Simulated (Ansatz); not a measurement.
# NaH: the cost of one run

Program: Ansatz 0.2.0. Level of theory: DFT PBEsol, scalar-relativistic, plane waves, PAW. These are calculated values, not measurements.

## 1. The structure to begin with

Symmetry: Pm-3m, No. 221, cubic system. Conventional cell: a = 2.955 Å, b = 2.955 Å, c = 2.955 Å, α = 90.00°, β = 90.00°, γ = 90.00°. Na (site symmetry m-3m) is surrounded by 8 H at 2.56 Å. Around H (site symmetry m-3m) lie 8 Na at 2.56 Å.

As a file:

```cif
data_structure
_symmetry_space_group_name_H-M 'Pm-3m'
_symmetry_Int_Tables_number 221
_cell_length_a 2.9551
_cell_length_b 2.9551
_cell_length_c 2.9551
_cell_angle_alpha 90.000
_cell_angle_beta 90.000
_cell_angle_gamma 90.000
_cell_volume 25.81
loop_
_atom_site_label
_atom_site_type_symbol
_atom_site_symmetry_multiplicity
_atom_site_Wyckoff_symbol
_atom_site_fract_x
_atom_site_fract_y
_atom_site_fract_z
_atom_site_occupancy
Na1 Na 1 a 0.00000 0.00000 0.00000 1
H1 H 1 b 0.50000 0.50000 0.50000 1
```

The structure comes from the Materials Project (structure only).

## 2. Another functional, on a distorted cell: PBEsol

What differs from the listed cell: strain xx, yy, zz, yz, xz, xy = -0.6, -0.6, -0.6, +0.0, +0.0, +0.0 %.

Contents of input.yaml:

```yaml
crystal:
  lattice:
    - [2.9364771676, 0.0, 0.0]
    - [0.0, 2.9364771676, 0.0]
    - [0.0, 0.0, 2.9364771676]
  atoms:
    - { symbol: Na, position: [0.0, 0.0, 0.0] }
    - { symbol: H, position: [0.5, 0.5, 0.5] }
basis:
  ecutwfc: 420
kpoints:
  mp_grid: { grid: [10, 10, 10] }
hamiltonian:
  xc: pbesol
scf:
  occupations: { method: gaussian, width: 0.02 }
output:
  forces: true
  stress: true
  eigenvalues: true
```

The run is started by

```sh
> ansatz run input.yaml --threads 1 --pin off --max-ram 1331MiB --backend cpu --events-out ev --progress --plain --runs-dir out
```

Q: Estimate wall time and peak memory on 1 thread of an x86-64 CPU, shared host.

About 1.9 s, with a peak of 0.28 GiB.
